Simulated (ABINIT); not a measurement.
The system is Be.

```
CELL_PARAMETERS angstrom
2.28530 0.00000 0.00000
-1.14265 1.97913 0.00000
0.00000 0.00000 3.58420
ATOMIC_POSITIONS crystal
Be 0.66667 0.33333 0.75000
Be 0.33333 0.66667 0.25000
```

- Program: ABINIT 10.8.3 (patched build)
- Task: single point
- Functional: PBE
- Potentials or basis: JTH PAW PBE v2.0
- Cutoff: 517 eV
- k mesh: 13 × 13 × 8
- Occupations: fermi-dirac, width 0.05 eV
- Spin: no spin polarisation

On this cell: pressure -3.1 GPa; largest force under 0.003 eV/Å; band gap on the k mesh none (metal or under the smearing width).

The same run follows on a disturbed copy (atoms moved at random, drawn with an rms of 0.05 Å):

```
Be
1.0
     2.28530    0.00000    0.00000
    -1.14265    1.97913    0.00000
     0.00000    0.00000    3.58420
Be
2
Direct
  0.68824 0.33844 0.75018
  0.31739 0.65676 0.25854
```

Problem. What changes?

Solution. The energy (extrapolated to zero smearing) moves by +6.9 meV/atom; pressure -2.9 GPa; largest force 0.362 eV/Å; band gap on the k mesh none (metal or under the smearing width).

Forces in eV/Å, atoms in the order of the input:
```
Be  -0.256 -0.119  0.225
Be   0.256  0.119 -0.225
```

Stress tensor (GPa, compression positive):
```
-2.08  1.38 -0.28
 1.38 -3.30 -0.13
-0.28 -0.13 -3.36
```
